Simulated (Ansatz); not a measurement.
Bi (Pm-3m)

The calculation used Ansatz 0.2.0, DFT PBE, scalar-relativistic, plane waves, PAW.

Plane waves to 420 eV, a k mesh through Γ of 16×16×16 on the computed 1-atom cell and Gaussian smearing (0.10 eV); no spin polarisation.

The structure is relaxed at this level of theory with its symmetry kept, and needn't be the ground state of this composition.

Space group Pm-3m (No. 221). a = 3.274 Å, b = 3.274 Å, c = 3.274 Å, α = 90.00°, β = 90.00°, γ = 90.00°
| atom | site | symmetry | x | y | z |
| --- | --- | --- | --- | --- | --- |
| Bi | 1b | m-3m | 0.5000 | 0.5000 | 0.5000 |

Task: Energy over the standard state (uncorrected)?

Result: +0.047 eV/atom.

Task: Kohn–Sham band gap?

Result: none (metal).

Task: Density of states at the Fermi level?

Result: 0.6 states/eV per cell.

Task: Orbital (Löwdin) character within 0.5 eV of the Fermi level?

Result: Bi 6p 92 %.

Task: Bader charge by site (e)?

Result: Bi (1 in the cell) 0.00.

Spin-orbit coupling is left out, which matters for the bands of heavy elements.

The cell was found from a structure generator's guess, not taken from experiment. Löwdin shares on free-atom orbitals overweight diffuse shells.
